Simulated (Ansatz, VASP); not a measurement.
One calculation of P, two programs

```
P
1.0
     3.19047    0.00000    0.00000
    -1.59524    2.76303    0.00000
     0.00000    0.00000    3.15482
P
2
Cartesian
  0.0000 1.8420 0.7887
  1.5952 0.9210 2.3661
```

Alike in both runs: task single point; functional PBEsol; k mesh 13 × 13 × 11; occupations fermi-dirac, width 0.1 eV; no spin polarisation.

|  | VASP | Ansatz |
| --- | --- | --- |
| version | VASP 6.6.1 | Ansatz 0.2.0 |
| potentials or method | VASP PAW PBE potentials, release 64 (P) | plane waves (420 eV) with PAW, scalar-relativistic |
| plane-wave cutoff (eV) | 520 | 420 |
| valence electrons in the cell | 10 | 10 |

VASP gave:

| Item | Value |
| --- | --- |
| pressure (GPa) | 5.2 |
| largest component of the traceless stress (GPa) | 0.88 |

Problem. What did Ansatz give for the same quantities?

Solution. Pressure (GPa): 5.1; largest component of the traceless stress (GPa): 0.83.

Ansatz warned: «pseudo_functional_mismatch».

Caveats: the PAW data sets were made with another functional, which shifts forces and pressure a little (VASP).
